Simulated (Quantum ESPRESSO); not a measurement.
Runs of Quantum ESPRESSO 7.5 on Fe. Symmetry: Im-3m, No. 229, cubic system. Conventional cell: a = 2.886 Å, b = 2.886 Å, c = 2.886 Å, α = 90.00°, β = 90.00°, γ = 90.00°. Around Fe (site symmetry m-3m) lie 8 Fe at 2.50 Å. 

```csv
level,potentials or basis,form of the LDA correlation,gap on the mesh (eV),pressure (GPa),moment (μB)
PBEsol,PseudoDojo 0.4.1 SR PBEsol standard,-,none,-0.1,2.07
LDA,PseudoDojo 0.4.1 SR LDA standard,PW92,none,-0.1,2.07
AM05,PseudoDojo 0.4.1 SR PBE standard,-,none,-0.1,2.06
revPBE,PseudoDojo 0.4.1 SR PBE standard,-,none,0.0,(a)
WC,PseudoDojo 0.4.1 SR PBE standard,-,none,-0.1,2.07
```

Alike in all rows: task phonons; spin collinear, ferromagnetic start; cell relaxed; k mesh 9 × 9 × 9; cutoff (eV) 1225; smearing cold 0.2 eV.

Fill in the values left out.

(a) 2.56.

Caveats: the mesh is thin for the phonons of a metal; the q point doesn't lie on the k mesh, which can shift a metal's frequencies strongly unless the mesh is converged; some modes are imaginary (some runs); the potentials were made for another functional, which shifts forces and pressure (some runs).

A gap of «none» marks a metal or a gap under the smearing width.

Runs at the PBE level aren't shown here.
